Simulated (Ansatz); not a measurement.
Runs of Ansatz 0.2.0 on Ga. Symmetry: Cmce, No. 64, orthorhombic system. The conventional cell has a = 4.523 Å, b = 7.661 Å, c = 4.524 Å, α = 90.00°, β = 90.00°, γ = 90.00°. Ga (site symmetry m) has 7 Ga at 2.48 to 2.79 Å as nearest neighbours. 

```tsv
task	level	potentials or basis	cutoff (eV)	basis error allowed	pressure (GPa)	largest force (eV/Å)
band structure	PBEsol	all-electron LAPW, scalar-relativistic	287	0.002 eV/atom	-1.5	0.12
band structure	PBEsol	all-electron PAW datasets made for the crystal	300	-	(a)	0.12
band structure	PBEsol	all-electron LAPW, non-relativistic	287	0.002 eV/atom	-1.1	0.15
band structure	PBEsol	all-electron LAPW, inner shells corrected to Dirac's equation	287	0.002 eV/atom	-1.5	0.12
```

Alike in all rows: no spin polarisation; cell as given; k mesh 7 × 7 × 6; smearing fermi-dirac 0.05 eV.

Problem. Estimate the missing entries.

Solution. (a) -1.6.

Caveats: relativity is left out, which matters for the heavier elements (some runs).

The runs don't all hold the same shells in valence.
